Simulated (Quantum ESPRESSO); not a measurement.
# Nb in Quantum ESPRESSO: notebook

One slab, Nb, is run at these levels: PBE; tasks: work function.

Program: Quantum ESPRESSO 7.5. These are calculated values, not measurements. Logs are shortened: lines on timing, memory, paths and dates and some standing lists are left out, and cuts for length are marked.

### 1 The structure

The cell holds a slab with vacuum, 6 atoms: a = 2.991 Å, b = 2.991 Å, c = 25.575 Å, α = 90.00°, β = 90.00°, γ = 90.00°.

The slab is cut from a database's or a generator's crystal, which needn't be the stable form of the element.

### 2 Work function, PBE

pw.in

```
&CONTROL
  calculation = 'scf'
  prefix = 'pwscf'
  outdir = './tmp'
  pseudo_dir = './pseudo'
  tprnfor = .true.
  disk_io = 'low'
/
&SYSTEM
  ibrav = 0
  celldm(1) = 8
  nat = 6
  ntyp = 1
  ecutwfc = 49
  ecutrho = 197
  nbnd = 51
  occupations = 'smearing'
  smearing = 'fd'
  degauss = 0.00367493
/
&ELECTRONS
  conv_thr = 6d-09
  electron_maxstep = 150
  mixing_beta = 0.3
  mixing_mode = 'local-TF'
/
ATOMIC_SPECIES
Nb    92.9064 Nb.upf
CELL_PARAMETERS alat
  0.7065359256767  -0.0000000000000   0.0000000000000
 -0.0000000000000   0.7065359256767   0.0000000000000
  0.0000000000000   0.0000000000000   6.0412182046630
ATOMIC_POSITIONS crystal
Nb     0.5000000000    0.5000000000    0.2932551320
Nb     0.0000000000    0.0000000000    0.3759530792
Nb     0.5000000000    0.5000000000    0.4586510264
Nb     0.0000000000    0.0000000000    0.5413489736
Nb     0.5000000000    0.5000000000    0.6240469208
Nb     0.0000000000    0.0000000000    0.7067448680
K_POINTS automatic
9 9 1 0 0 0
```

pp_density.in

```
&INPUTPP
  prefix = 'pwscf'
  outdir = './tmp'
  filplot = 'density.dat'
  plot_num = 0
/
&PLOT
  nfile = 1
  filepp(1) = 'density.dat'
  iflag = 3
  output_format = 6
  fileout = 'density.cube'
/
```

pp_potential.in

```
&INPUTPP
  prefix = 'pwscf'
  outdir = './tmp'
  filplot = 'potential.dat'
  plot_num = 11
/
&PLOT
  nfile = 1
  filepp(1) = 'potential.dat'
  iflag = 3
  output_format = 6
  fileout = 'potential.cube'
/
```

pp_elf.in

```
&INPUTPP
  prefix = 'pwscf'
  outdir = './tmp'
  filplot = 'elf.dat'
  plot_num = 8
/
&PLOT
  nfile = 1
  filepp(1) = 'elf.dat'
  iflag = 3
  output_format = 6
  fileout = 'elf.cube'
/
```

Potentials or basis: PseudoDojo 0.4.1 SR PBE standard.

Launch:

```console
$ OMP_NUM_THREADS=1 mpirun -n 2 pw.x -nk 2 -in pw.in > pw.out
$ OMP_NUM_THREADS=1 mpirun -n 1 pp.x -in pp_density.in > pp_density.out
$ OMP_NUM_THREADS=1 mpirun -n 1 pp.x -in pp_potential.in > pp_potential.out
$ OMP_NUM_THREADS=1 mpirun -n 1 pp.x -in pp_elf.in > pp_elf.out
```

pw.out:

```text
This program is part of the open-source Quantum ESPRESSO suite
     for quantum simulation of materials; please cite
         "P. Giannozzi et al., J. Phys.:Condens. Matter 21 395502 (2009);
         "P. Giannozzi et al., J. Phys.:Condens. Matter 29 465901 (2017);
         "P. Giannozzi et al., J. Chem. Phys. 152 154105 (2020);
     in publications or presentations arising from this work. More details at

     Message from routine setup:
     using ibrav=0 with symmetry is DISCOURAGED, use correct ibrav instead

     K-points division:     npool     =       2
     Subspace diagonalization in iterative solution of the eigenvalue problem:
     a serial algorithm will be used

     G-vector sticks info
     --------------------
     sticks:   dense  smooth     PW     G-vecs:    dense   smooth      PW
     Sum         497     497    145                72143    71607   11839

     Using Slab Decomposition

     bravais-lattice index     =            0
     lattice parameter (alat)  =       8.0000  a.u.
     unit-cell volume          =    1544.0558 (a.u.)^3
     number of atoms/cell      =            6
     number of atomic types    =            1
     number of electrons       =        78.00
     number of Kohn-Sham states=           51
     kinetic-energy cutoff     =      49.0000  Ry
     charge density cutoff     =     197.0000  Ry
     scf convergence threshold =      6.0E-09
     mixing beta               =       0.3000
     number of iterations used =            8  local-TF  mixing
     Exchange-correlation= PBE
                           (   1   4   3   4   0   0   0)

     celldm(1)=   8.000000  celldm(2)=   0.000000  celldm(3)=   0.000000
     celldm(4)=   0.000000  celldm(5)=   0.000000  celldm(6)=   0.000000

     crystal axes: (cart. coord. in units of alat)
               a(1) = (   0.706536  -0.000000   0.000000 )
               a(2) = (  -0.000000   0.706536   0.000000 )
               a(3) = (   0.000000   0.000000   6.041218 )

     reciprocal axes: (cart. coord. in units 2 pi/alat)
               b(1) = (  1.415356  0.000000 -0.000000 )
               b(2) = (  0.000000  1.415356 -0.000000 )
               b(3) = ( -0.000000 -0.000000  0.165530 )

     PseudoPot. # 1 for Nb read from file:
     Nb.upf
     Pseudo is Norm-conserving + core correction, Zval = 13.0
     Generated using ONCVPSP code by D. R. Hamann
     Using radial grid of 1680 points,  6 beta functions with:
                l(1) =   0
                l(2) =   0
                l(3) =   1
                l(4) =   1
                l(5) =   2
                l(6) =   2

     atomic species   valence    mass     pseudopotential
     Nb               13.00    92.90640     Nb( 1.00)

     16 Sym. Ops., with inversion, found ( 8 have fractional translation)

   Cartesian axes

     site n.     atom                  positions (alat units)
         1        Nb     tau(   1) = (   0.3532680   0.3532680   1.7716182  )
         2        Nb     tau(   2) = (   0.0000000   0.0000000   2.2712146  )
         3        Nb     tau(   3) = (   0.3532680   0.3532680   2.7708109  )
         4        Nb     tau(   4) = (   0.0000000   0.0000000   3.2704073  )
         5        Nb     tau(   5) = (   0.3532680   0.3532680   3.7700036  )
         6        Nb     tau(   6) = (   0.0000000   0.0000000   4.2696000  )

     number of k points=    15  Fermi-Dirac smearing, width (Ry)=  0.0037
                       cart. coord. in units 2pi/alat
        k(    1) = (   0.0000000   0.0000000   0.0000000), wk =   0.0246914
        k(    2) = (   0.0000000   0.1572618   0.0000000), wk =   0.0987654
        k(    3) = (   0.0000000   0.3145236   0.0000000), wk =   0.0987654
        k(    4) = (   0.0000000   0.4717854   0.0000000), wk =   0.0987654
        k(    5) = (   0.0000000   0.6290472   0.0000000), wk =   0.0987654
        k(    6) = (   0.1572618   0.1572618   0.0000000), wk =   0.0987654
        k(    7) = (   0.1572618   0.3145236   0.0000000), wk =   0.1975309
        k(    8) = (   0.1572618   0.4717854   0.0000000), wk =   0.1975309
        k(    9) = (   0.1572618   0.6290472   0.0000000), wk =   0.1975309
        k(   10) = (   0.3145236   0.3145236   0.0000000), wk =   0.0987654
        k(   11) = (   0.3145236   0.4717854   0.0000000), wk =   0.1975309
        k(   12) = (   0.3145236   0.6290472   0.0000000), wk =   0.1975309
        k(   13) = (   0.4717854   0.4717854   0.0000000), wk =   0.0987654
        k(   14) = (   0.4717854   0.6290472   0.0000000), wk =   0.1975309
        k(   15) = (   0.6290472   0.6290472   0.0000000), wk =   0.0987654

     Dense  grid:    72143 G-vectors     FFT dimensions: (  30,  30, 216)

     Smooth grid:    71607 G-vectors     FFT dimensions: (  30,  30, 216)

     Initial potential from superposition of free atoms

     starting charge      77.9861, renormalised to      78.0000

     negative rho (up, down):  1.600E-04 0.000E+00
     Starting wfcs are   60 randomized atomic wfcs

     Self-consistent Calculation

     iteration #  1     ecut=    49.00 Ry     beta= 0.30
     Davidson diagonalization with overlap
     ethr =  1.00E-02,  avg # of iterations =  2.7

     total energy              =    -746.95385334 Ry
     estimated scf accuracy    <       8.73828224 Ry

     iteration #  2     ecut=    49.00 Ry     beta= 0.30
     Davidson diagonalization with overlap
     ethr =  1.00E-02,  avg # of iterations =  1.0

     total energy              =    -746.86381922 Ry
     estimated scf accuracy    <       1.87248464 Ry

     iteration #  3     ecut=    49.00 Ry     beta= 0.30
     Davidson diagonalization with overlap
     ethr =  2.40E-03,  avg # of iterations =  1.1

     total energy              =    -746.82137510 Ry
     estimated scf accuracy    <       0.25264251 Ry

     iteration #  4     ecut=    49.00 Ry     beta= 0.30
     Davidson diagonalization with overlap
     ethr =  3.24E-04,  avg # of iterations =  2.3

     total energy              =    -746.82990823 Ry
     estimated scf accuracy    <       0.04793592 Ry

     iteration #  5     ecut=    49.00 Ry     beta= 0.30
     Davidson diagonalization with overlap
     ethr =  6.15E-05,  avg # of iterations =  7.9
[... 8 lines left out ...]
     total energy              =    -746.84068811 Ry
     estimated scf accuracy    <       0.02636803 Ry

     iteration #  7     ecut=    49.00 Ry     beta= 0.30
     Davidson diagonalization with overlap
     ethr =  1.43E-05,  avg # of iterations =  1.1

     total energy              =    -746.83835542 Ry
     estimated scf accuracy    <       0.02273737 Ry

     iteration #  8     ecut=    49.00 Ry     beta= 0.30
     Davidson diagonalization with overlap
     ethr =  1.43E-05,  avg # of iterations =  1.1

     total energy              =    -746.83827414 Ry
     estimated scf accuracy    <       0.00429334 Ry

     iteration #  9     ecut=    49.00 Ry     beta= 0.30
     Davidson diagonalization with overlap
     ethr =  5.50E-06,  avg # of iterations =  2.0

     negative rho (up, down):  6.745E-04 0.000E+00

     total energy              =    -746.83736505 Ry
     estimated scf accuracy    <       0.00767646 Ry

     iteration # 10     ecut=    49.00 Ry     beta= 0.30
     Davidson diagonalization with overlap
     ethr =  5.50E-06,  avg # of iterations =  2.1

     negative rho (up, down):  8.858E-04 0.000E+00

     total energy              =    -746.83807700 Ry
     estimated scf accuracy    <       0.00111794 Ry

     iteration # 11     ecut=    49.00 Ry     beta= 0.30
     Davidson diagonalization with overlap
     ethr =  1.43E-06,  avg # of iterations =  3.4

     negative rho (up, down):  1.139E-03 0.000E+00

     total energy              =    -746.83811070 Ry
     estimated scf accuracy    <       0.00203917 Ry

     iteration # 12     ecut=    49.00 Ry     beta= 0.30
     Davidson diagonalization with overlap
     ethr =  1.43E-06,  avg # of iterations =  1.7

     negative rho (up, down):  4.647E-04 0.000E+00

     total energy              =    -746.83819808 Ry
     estimated scf accuracy    <       0.00007025 Ry

     iteration # 13     ecut=    49.00 Ry     beta= 0.30
     Davidson diagonalization with overlap
     ethr =  9.01E-08,  avg # of iterations =  2.9

     total energy              =    -746.83821676 Ry
     estimated scf accuracy    <       0.00001339 Ry

     iteration # 14     ecut=    49.00 Ry     beta= 0.30
     Davidson diagonalization with overlap
     ethr =  1.72E-08,  avg # of iterations =  4.5

     total energy              =    -746.83821834 Ry
     estimated scf accuracy    <       0.00000374 Ry

     iteration # 15     ecut=    49.00 Ry     beta= 0.30
     Davidson diagonalization with overlap
     ethr =  4.80E-09,  avg # of iterations =  4.0

     total energy              =    -746.83821874 Ry
     estimated scf accuracy    <       0.00000029 Ry

     iteration # 16     ecut=    49.00 Ry     beta= 0.30
     Davidson diagonalization with overlap
     ethr =  3.70E-10,  avg # of iterations =  5.3

     total energy              =    -746.83821904 Ry
     estimated scf accuracy    <       0.00000016 Ry

     iteration # 17     ecut=    49.00 Ry     beta= 0.30
     Davidson diagonalization with overlap
     ethr =  1.99E-10,  avg # of iterations =  3.1

     total energy              =    -746.83821908 Ry
     estimated scf accuracy    <       0.00000002 Ry

     iteration # 18     ecut=    49.00 Ry     beta= 0.30
     Davidson diagonalization with overlap
     ethr =  2.63E-11,  avg # of iterations =  3.3

     End of self-consistent calculation

          k = 0.0000 0.0000 0.0000 (  8883 PWs)   bands (ev):

   -48.5085 -48.5081 -48.2882 -48.2639 -48.1629 -48.0647 -24.7509 -24.7120
   -24.4806 -24.2308 -24.1515 -24.1515 -24.1471 -24.1471 -23.9747 -23.9747
   -23.9605 -23.9039 -23.9039 -23.7815 -23.7815 -23.7078 -23.6435 -23.6435
     0.6455   1.3413   2.2914   2.6763   2.9523   2.9761   3.3791   3.7115
     4.2996   5.0143   5.7492   6.2747   6.3947   6.4060   6.7906   6.7906
     7.2281   7.2281   7.5873   7.9572   7.9876   7.9876   8.4429   8.8744
     8.9870   8.9870   9.2566

          k = 0.0000 0.1573 0.0000 (  8935 PWs)   bands (ev):

   -48.5002 -48.4999 -48.2780 -48.2573 -48.1577 -48.0631 -24.7247 -24.6990
   -24.5005 -24.3159 -24.2162 -24.1805 -24.1404 -24.1370 -24.0416 -24.0327
   -23.9641 -23.9103 -23.9032 -23.8587 -23.7841 -23.7014 -23.6943 -23.6508
     0.9347   1.6018   2.5190   2.9101   3.1881   3.2022   3.6050   3.9223
     4.4786   5.1364   5.7993   6.1509   6.2475   6.5653   6.6868   6.8855
     7.0291   7.2287   7.4203   7.5355   7.7619   7.8243   8.4757   8.5789
     8.6535   8.9225   9.0908

          k = 0.0000 0.3145 0.0000 (  8961 PWs)   bands (ev):

   -48.4779 -48.4779 -48.2511 -48.2384 -48.1421 -48.0601 -24.6796 -24.6701
   -24.5730 -24.4998 -24.3776 -24.3056 -24.1719 -24.1519 -24.1121 -24.1111
   -24.0277 -23.9364 -23.9242 -23.8944 -23.7864 -23.7693 -23.7221 -23.6673
     1.7053   2.2275   2.9383   3.4299   3.5140   3.6110   4.2568   4.5902
     5.1684   5.5922   5.8139   5.8846   5.9438   6.5499   6.5536   6.8675
     6.9106   7.0985   7.1499   7.1941   7.4370   7.7354   7.8057   7.8933
     8.5085   8.6393   9.2745
[... 101 lines left out ...]
          k = 0.4718 0.6290 0.0000 (  8910 PWs)   bands (ev):

   -48.3899 -48.3896 -48.1532 -48.1531 -48.0450 -48.0342 -24.7140 -24.7125
   -24.6870 -24.6813 -24.5455 -24.5444 -24.4532 -24.4464 -24.3538 -24.3390
   -24.2526 -24.2015 -24.1202 -24.0876 -24.0219 -24.0090 -23.9493 -23.9377
     3.1560   3.2648   3.6313   3.6481   3.9004   4.0298   4.1357   4.1767
     4.5115   4.5676   4.8478   4.9493   6.0386   6.2687   6.9628   7.2269
     8.0853   8.2468   8.2532   8.2979   8.7010   8.7034   9.0040   9.0860
     9.7874  10.0334  10.7918

          k = 0.6290 0.6290 0.0000 (  8925 PWs)   bands (ev):

   -48.3769 -48.3766 -48.1401 -48.1396 -48.0286 -48.0246 -24.7474 -24.7469
   -24.7331 -24.7270 -24.5639 -24.5493 -24.4635 -24.4218 -24.4115 -24.3808
   -24.2731 -24.2612 -24.1339 -24.0954 -24.0782 -24.0522 -24.0121 -24.0008
     2.8309   2.8620   3.3515   3.3779   3.5323   3.6031   3.9361   4.0048
     4.1000   4.1728   4.9785   5.0401   6.1368   6.2738   7.5292   7.7389
     8.4056   8.5225   9.2627   9.3590   9.3875   9.5805   9.8253  10.2928
    10.3906  10.5689  11.2059

     the Fermi energy is     6.5506 ev

!    total energy              =    -746.83821908 Ry
     estimated scf accuracy    <          4.2E-09 Ry
     smearing contrib. (-TS)   =      -0.00578356 Ry
     internal energy E=F+TS    =    -746.83243551 Ry

     The total energy is F=E-TS. E is the sum of the following terms:
     one-electron contribution =   -5071.02514678 Ry
     hartree contribution      =    2546.17069157 Ry
     xc contribution           =    -156.09419562 Ry
     ewald contribution        =    1934.11621531 Ry

     convergence has been achieved in  18 iterations

     Forces acting on atoms (cartesian axes, Ry/au):

     atom    1 type  1   force =     0.00000000    0.00000000    0.01649819
     atom    2 type  1   force =     0.00000000    0.00000000   -0.02452885
     atom    3 type  1   force =     0.00000000    0.00000000    0.01289084
     atom    4 type  1   force =     0.00000000    0.00000000   -0.01289084
     atom    5 type  1   force =     0.00000000    0.00000000    0.02452885
     atom    6 type  1   force =     0.00000000    0.00000000   -0.01649819

     Total force =     0.045608     Total SCF correction =     0.000307

=------------------------------------------------------------------------------=
   JOB DONE.
=------------------------------------------------------------------------------=
```

It took 1.7 min on 2 MPI ranks of Arm Neoverse V2, shared host; peak memory 0.4 GiB.

The run converged, but some of its settings lie outside the range that counts as converged, so its numbers aren't taken as properties of the slab.

What came out:

| Quantity | Value |
| --- | --- |
| Free energy | -10161.2516 eV |
| Largest force | 0.631 eV/Å |
| Band gap on the k mesh | none (metal or under the smearing width) |
| Work function of the upper face | 4.38 eV |
| Work function of the lower face | 4.38 eV |

Caveat: the cutoff lies well under what these potentials need, so the values aren't converged.

[end of part 1 of 2]
